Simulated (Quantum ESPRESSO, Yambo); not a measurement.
Planning a run of Yambo 5.3.0 on AgBr (Bromargyrite). The input:

```
HF_and_locXC
gw0
dyson
ppa
em1d
rim_cut
RandQpts= 1000000
RandGvec= 1 RL
EXXRLvcs= 76 Ry
VXCRLvcs= 304 Ry
Chimod= "HARTREE"
% BndsRnXp
 1 | 135 |
%
NGsBlkXp= 13 Ry
% LongDrXp
 1 | 1 | 1 |
%
% GbndRnge
 1 | 135 |
%
DysSolver= "n"
ExtendOut
PPAPntXp= 15 eV
% QPkrange
 3 | 3 | 17 | 20 |
 1 | 1 | 17 | 20 |
%
```

```sh
OMP_NUM_THREADS=1 mpirun -n 4 yambo -F gw6.in -J gw6 -C gw6 > gw6.log
```

The stored states that it reads are on a 4×4×4 mesh. The structure is cubic, space group Fm-3m (No. 225). The conventional cell has a = 5.775 Å, b = 5.775 Å, c = 5.775 Å, α = 90.00°, β = 90.00°, γ = 90.00°. Nearest to Ag lie 6 Br at 2.89 Å. Nearest to Br lie 6 Ag at 2.89 Å. Farther neighbours and most contacts between anions are not listed.

Q: How long will it take on 4 MPI ranks of AMD EPYC 7571, shared host, and how much memory?

It took 9.7 min; on shared hardware allow 4.9 min to 19 min. Peak host memory was 1.7 GiB.

The screening grows as filled bands × empty bands × pairs of k points, times the square of the screening basis for the matrix.

[Paths, hosts, dates, memory and timing lines, banners, echoed tables and standing remarks are left out of the program output.]

[Logs are printed without paths, hosts, clocks, repeated set-up lines and the standing remarks that a program may print on its own settings, such as how far it seeks lower states.]

[Runs of the session that timed out or met a known fault of the program may be left out.]

[Hosts, paths, dates, database ids (printed as entryN), source tags and the programs' standing remarks are cut or masked in the printed files.]
